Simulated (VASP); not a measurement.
Runs of VASP 6.6.1 on Si. Symmetry: P6/mmm, No. 191, hexagonal system. The conventional cell has a = 2.621 Å, b = 2.621 Å, c = 2.466 Å, α = 90.00°, β = 90.00°, γ = 120.00°. Si (site symmetry 6/mmm) is surrounded by 8 Si at 2.47 to 2.62 Å. This isn't the form of Si at room conditions, which is diamond.

```tsv
task	level	cell	k mesh	cutoff (eV)	smearing	grid for exact exchange (PRECFOCK)	exchange at q = 0	mesh quality	gap on the mesh (eV)	pressure (GPa)	relaxed volume (Å³/atom)
relaxation of cell and atoms	HSEsol	relaxed	6 × 6 × 6	600	fermi-dirac 0.05 eV	Fast	-	coarse	none	0.0	14.78
single point	PBE	as given	12 × 12 × 11	520	gaussian 0.019 eV	-	-	not flagged	none	(a)	-
band structure	HF	as given	6 × 6 × 6	520	fermi-dirac 0.05 eV	Fast	truncated	coarse	-	7.1	-
band structure	HSEsol	as given	6 × 6 × 6	520	fermi-dirac 0.05 eV	Fast	-	coarse	-	(b)	-
relaxation of cell and atoms	HF	relaxed	6 × 6 × 6	600	fermi-dirac 0.05 eV	Fast	default	coarse	none	0.0	15.77
```

Alike in all rows: potentials or basis VASP PAW PBE potentials, release 64 (Si); no spin polarisation.

Problem. Fill in the values left out.

Solution. (a) 3.0; (b) 0.8.

Caveats: some runs use coarse meshes; the PAW data sets were made with another functional, which shifts forces and pressure a little (some runs).

A gap of «none» marks a metal or a gap under the smearing width.
